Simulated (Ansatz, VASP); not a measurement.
One calculation of BeTe, two programs

```
Be Te
1.0
     0.00000    2.80277    2.80277
     2.80277    0.00000    2.80277
     2.80277    2.80277    0.00000
Be Te
1 1
Direct
  0.00000 0.00000 0.00000
  0.75000 0.75000 0.75000
```

Alike in both runs: functional PBEsol; k mesh 16 × 16 × 16; occupations fermi-dirac, width 0.05 eV; no spin polarisation.

Ansatz relaxed the structure, and its values are those at the end. VASP's run is a single point on that final structure, the one shown.

|  | VASP | Ansatz |
| --- | --- | --- |
| version | VASP 6.6.1 | Ansatz 0.2.0 |
| potentials or method | VASP PAW PBE potentials, release 64 (Be, Te) | PAW with Ansatz's default frozen-core files, scalar-relativistic |
| plane-wave cutoff (eV) | 520 | 420 |
| valence electrons in the cell | 8 | 18 |

VASP gave:

```
pressure (GPa) : 0.2
```

Q: What did Ansatz give for the same quantities?

A: Pressure (GPa): 0.0.

With one functional, cell and mesh, what is left measures potentials, basis and numerics. The two sets of potentials don't hold the same shells in valence.

Caveats: the PAW data sets were made with another functional, which shifts forces and pressure a little (VASP). A k mesh can miss the band edges.
